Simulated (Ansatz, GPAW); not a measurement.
# SnO with GLLB-SC from a Python script

These are simulated results from GPAW 26.7.0, not measurements. The cell was built from a prototype and was relaxed with r2SCAN in plane waves (Ansatz 0.2.0). Not every such cell is a known phase. All runs are without spin polarisation.

Space group P6_3mc (No. 186), hexagonal; conventional cell a = 3.298 Å, c = 18.362 Å, 21.61 Å³ an atom. Sn has 3 O at 2.17 Å; O has 3 Sn at 2.17 Å.

GLLB-SC is a model potential. Its fundamental gap is the Kohn-Sham gap plus a derivative discontinuity, which the script evaluates at the band edges among the listed k points. Its total energy isn't variational and serves nothing here.

The script, run.py:

```python
import json
from ase import Atoms
from gpaw import GPAW, PW, FermiDirac

atoms = Atoms(['Sn', 'Sn', 'Sn', 'Sn', 'O', 'O', 'O', 'O'],
              cell=[[3.29754344, 0.0, 0.0], [-1.64877172, 2.85575639, 0.0], [0.0, 0.0, 18.36175518]],
              scaled_positions=[[0.0, 0.0, -0.002732668], [0.333333333, 0.666666667, 0.246378247], [0.0, 0.0, 0.497267332], [0.666666667, 0.333333333, 0.746378247], [0.0, 0.0, 0.190228277], [0.333333333, 0.666666667, 0.441126143], [0.0, 0.0, 0.690228277], [0.666666667, 0.333333333, 0.941126143]],
              pbc=True)
calc = GPAW(mode=PW(400), xc='GLLBSC', kpts={'size': (6, 6, 2), 'gamma': True},
            occupations=FermiDirac(0.02), maxiter=100, legacy_gpaw=True, txt='gpaw.txt')
atoms.calc = calc
res = {'energy': atoms.get_potential_energy(force_consistent=True)}
res['electrons'] = calc.get_number_of_electrons()
res['k'] = calc.get_ibz_k_points().tolist()
res['levels'] = [calc.get_eigenvalues(kpt=i).tolist() for i in range(len(res['k']))]
points = [[0.0, 0.0, 0.0], [0.5, 0.0, 0.0], [0.333333, 0.333333, 0.0], [0.0, 0.0, 0.5], [0.5, 0.0, 0.5], [0.333333, 0.333333, 0.5], [0.3125, 0.3125, 0.0]]
bands = calc.fixed_density(kpts=points, symmetry='off', nbands=round(res['electrons']) // 2 + 6, convergence={'bands': -2}, txt='bands.txt')
res['points'] = [bands.get_eigenvalues(kpt=i).tolist() for i in range(len(points))]
homo, lumo = bands.get_homo_lumo()
potential = calc.hamiltonian.xc.response.calculate_discontinuity_potential(homo, lumo)
res['discontinuity'] = bands.hamiltonian.xc.response.calculate_discontinuity(potential)
json.dump(res, open('results.json', 'w'))
print('free energy (eV):', round(res['energy'], 5))
```

Command: `python run.py`. It took 73 s on 1 thread of Arm Neoverse V2, on a shared host, peak memory 0.29 GiB.

The log gpaw.txt, trimmed of paths, versions and times, then the last line on the terminal. An iter line gives the energy in eV and the logarithms of the changes of orbitals (plane waves alone) and density (c: converged):

```
___ ___ ___ _ _ _
 |   |   |_  | | | |

 | | | | | . | | | |

 |__ |  _|___|_____|  26.7.0
 |___|_|

Input parameters:
  kpts: {gamma: True,
         size: (6, 6, 2)}
  maxiter: 100
  mode: {ecut: 400.0,
         name: pw}
  occupations: {fixmagmom: False,
                name: fermi-dirac,
                width: 0.02}
  xc: GLLBSC

System changes: positions, numbers, cell, pbc, initial_charges, initial_magmoms

Initialize ...

species:
  Sn:
    name:    Tin
    Z:       50.0
    valence: 14
    core:    36
    charge:  0.0  # [|e|]
    compensation charges:
      type: gauss
      rc: 0.38  # [Å]
      lmax: 2
    cutoffs:
      filter: 2.23  # [Å]
      core: 2.35  # [Å]
    projectors
    | kind |    occ | energy [eV] | rcut [Å] |

    |------|--------|-------------|----------|

    |   5s |  2.000 |     -11.581 |    1.201 |

    |   5p |  2.000 |      -5.035 |    1.270 |

    |   4d | 10.000 |     -27.256 |    1.185 |

    |    s |        |      15.630 |    1.201 |

    |    p |        |      22.176 |    1.270 |

    |    d |        |      -0.045 |    1.185 |

    Using partial waves for Sn as LCAO basis

  O:
    name:    Oxygen
    Z:       8.0
    valence: 6
    core:    2
    charge:  0.0  # [|e|]
    compensation charges:
      type: gauss
      rc: 0.21  # [Å]
      lmax: 2
    cutoffs:
      filter: 1.17  # [Å]
      core: 0.83  # [Å]
    projectors
    | kind |    occ | energy [eV] | rcut [Å] |

    |------|--------|-------------|----------|

    |   2s |  2.000 |     -28.986 |    0.688 |

    |   2p |  4.000 |     -13.358 |    0.598 |

    |    s |        |      -1.774 |    0.688 |

    |    p |        |      13.853 |    0.598 |

    |    d |        |       0.000 |    0.619 |

    Using partial waves for O as LCAO basis

Reference energy: -679877.347038  # eV

Spin-paired calculation

Convergence criteria:
 Maximum [total energy] change in last 3 cyles: 0.0005 eV / valence electron
 Maximum integral of absolute [dens]ity change: 0.0001 electrons / valence electron
 Maximum integral of absolute [eigenst]ate change: 4e-08 eV^2 / valence electron
 Maximum number of scf [iter]ations: 100
 (Square brackets indicate name in SCF output, whereas a 'c' in
 the SCF output indicates the quantity has converged.)

Symmetries present (total): 6

  ( 1  1  0)  ( 1  0  0)  ( 0  1  0)  ( 0 -1  0)  (-1  0  0)  (-1 -1  0)
  ( 0 -1  0)  ( 0  1  0)  (-1 -1  0)  (-1  0  0)  ( 1  1  0)  ( 1  0  0)
  ( 0  0  1)  ( 0  0  1)  ( 0  0  1)  ( 0  0  1)  ( 0  0  1)  ( 0  0  1)

72 k-points: 6 x 6 x 2 Monkhorst-Pack grid + [1/12,1/12,1/4]
14 k-points in the irreducible part of the Brillouin zone
       k-points in crystal coordinates                weights
   0:     0.00000000    0.00000000    0.00000000          1/72
   1:     0.00000000    0.00000000    0.50000000          1/72
   2:     0.16666667    0.00000000    0.00000000          6/72
   3:     0.16666667    0.00000000    0.50000000          6/72
   4:     0.33333333   -0.16666667    0.00000000          6/72
   5:     0.33333333   -0.16666667    0.50000000          6/72
   6:     0.33333333    0.00000000    0.00000000          6/72
   7:     0.33333333    0.00000000    0.50000000          6/72
   8:     0.33333333    0.33333333    0.00000000          2/72
   9:     0.33333333    0.33333333    0.50000000          2/72
          ...
  13:     0.50000000    0.50000000    0.50000000          3/72

Wave functions: Plane wave expansion
  Cutoff energy: 400.000 eV
  Number of coefficients (min, max): 3117, 3204
  Pulay-stress correction: 0.000000 eV/Ang^3 (de/decut=0.000000)
  Using FFTW library
  ScaLapack parameters: grid=1x1, blocksize=None
  Wavefunction extrapolation:
    Improved wavefunction reuse through dual PAW basis

Occupation numbers: Fermi-Dirac:
  width: 0.0200  # eV

Eigensolver
   Davidson(niter=2)

Densities:
  Coarse grid: 16*16*90 grid
  Fine grid: 32*32*180 grid
  Total Charge: 0.000000

Density mixing:
  Method: separate
  Backend: msr1
  Linear mixing parameter: 0.05
  old densities: 10
  Width of damping distribution: 1.1
  Damping of long wavelength oscillations: 20

Hamiltonian:
  XC and Coulomb potentials evaluated on a 32*32*180 grid
  Using the GLLBSC Exchange-Correlation functional
  External potential:
    NoExternalPotential

XC parameters: GLLBSC functional being used consists of
  -----------------------------------------------------------------------
  | Weight | Module     | Description                                   |

  -----------------------------------------------------------------------
  |  1.000 | SCREENING  | GGA_X_PBE_SOL with 2 nearest neighbor stencil |

  |  1.000 | RESPONSE   | eps=0.0500 eV                                 |

  |  1.000 | XC         | GGA_C_PBE_SOL with 2 nearest neighbor stencil |

  -----------------------------------------------------------------------

Memory estimate:
  Process memory now: 118.59 MiB
  Calculator: 63.79 MiB
    Density: 12.25 MiB
      Arrays: 4.57 MiB
      Localized functions: 4.17 MiB
      Mixer: 3.52 MiB
    Hamiltonian: 3.09 MiB
      Arrays: 2.99 MiB
      XC: 0.00 MiB
      Poisson: 0.00 MiB
      vbar: 0.10 MiB
    Wavefunctions: 48.45 MiB
      Arrays psit_nG: 35.59 MiB
      Eigensolver: 3.20 MiB
      Projections: 1.38 MiB
      Projectors: 6.72 MiB
      PW-descriptor: 1.56 MiB

Total number of cores used: 1

Number of atoms: 8
Number of atomic orbitals: 52
Number of bands in calculation: 52
Number of valence electrons: 80
Bands to converge: occupied

... initialized

Initializing position-dependent things.

Density initialized from atomic densities
Creating initial wave functions:
  52 bands from LCAO basis set
Positions:
   0 Sn     0.000000    0.000000   -0.050177    ( 0.0000,  0.0000,  0.0000)
   1 Sn    -0.000000    1.903838    4.523937    ( 0.0000,  0.0000,  0.0000)
   2 Sn     0.000000    0.000000    9.130701    ( 0.0000,  0.0000,  0.0000)
   3 Sn     1.648772    0.951919   13.704815    ( 0.0000,  0.0000,  0.0000)
   4 O      0.000000    0.000000    3.492925    ( 0.0000,  0.0000,  0.0000)
   5 O     -0.000000    1.903838    8.099850    ( 0.0000,  0.0000,  0.0000)
   6 O      0.000000    0.000000   12.673803    ( 0.0000,  0.0000,  0.0000)
   7 O      1.648772    0.951919   17.280728    ( 0.0000,  0.0000,  0.0000)

Unit cell:
           periodic     x           y           z      points  spacing
  1. axis:    yes    3.297543    0.000000    0.000000    16     0.1785
  2. axis:    yes   -1.648772    2.855756    0.000000    16     0.1785
  3. axis:    yes    0.000000    0.000000   18.361755    90     0.2040

  Lengths:   3.297543   3.297543  18.361755
  Angles:   90.000000  90.000000 120.000000

Effective grid spacing dv^(1/3) = 0.1958

iter:   1   -57.303968
iter:   2   -48.824974   -0.72  -0.97
iter:   3   -42.706116   -1.00  -1.04
iter:   4   -38.341499   -0.72  -1.27
iter:   5   -40.306764   -1.78  -1.70
iter:   6   -38.054466   -1.71  -1.57
iter:   7   -37.925740   -2.62  -2.46
iter:   8   -37.910154   -3.82  -2.75
iter:   9   -37.942333c  -4.92  -3.15
iter:  10   -37.944800c  -5.61  -3.61
iter:  11   -37.945494c  -5.90  -3.80
iter:  12   -37.945696c  -6.49  -3.96
iter:  13   -37.946003c  -7.06  -4.37c
iter:  14   -37.945683c  -7.98c -4.88c

Converged after 14 iterations.

Energy contributions relative to reference atoms: (reference = -679877.347038)

Kinetic:        +78.154577
Potential:      -61.887661
External:        +0.000000
XC:             -53.686237
Entropy (-ST):   -0.000000
Local:           -0.526362
SIC:             +0.000000
--------------------------
Free energy:    -37.945683
Extrapolated:   -37.945683

GLLBSC response reference energy: 2.57662 eV (from HOMO)

Showing only first 2 kpts
 Kpt  Band  Eigenvalues  Occupancy
  0    38      0.72546    2.00000
  0    39      1.32581    2.00000
  0    40      4.23824    0.00000
  0    41      4.95878    0.00000

  1    38      1.12005    2.00000
  1    39      1.12005    2.00000
  1    40      4.46427    0.00000
  1    41      4.46427    0.00000

Fermi level: 3.29824

Gap: 1.572 eV
Transition (v -> c):
  (s=0, k=8, n=39, [0.33, 0.33, 0.00]) -> (s=0, k=12, n=40, [0.50, 0.50, 0.00])
Direct/indirect transitions are different
Direct gap: 1.899 eV
Transition at: (s=0, k=12, n=39, [0.50, 0.50, 0.00])

free energy (eV): -37.94568
```

The gap in the log is over the mesh alone; results.json adds the listed points. GLLB-SC gives a gap of 2.31 eV (1.566 eV Kohn-Sham over the listed points plus 0.741 eV discontinuity). On the same cell, plane-wave PBE (Ansatz, 12×12×2 k points and the special points) gives a gap of 1.40 eV and r2SCAN a gap of 1.61 eV; on shared hosts these took about 33 and 70 core-seconds on the 8-atom cell, against 73 for the script. Spin-orbit coupling, left out in all these runs, can cut or reorder the gap by tenths of an eV, up to about 1 eV with Pb or Bi.

Spin-orbit coupling is left out.
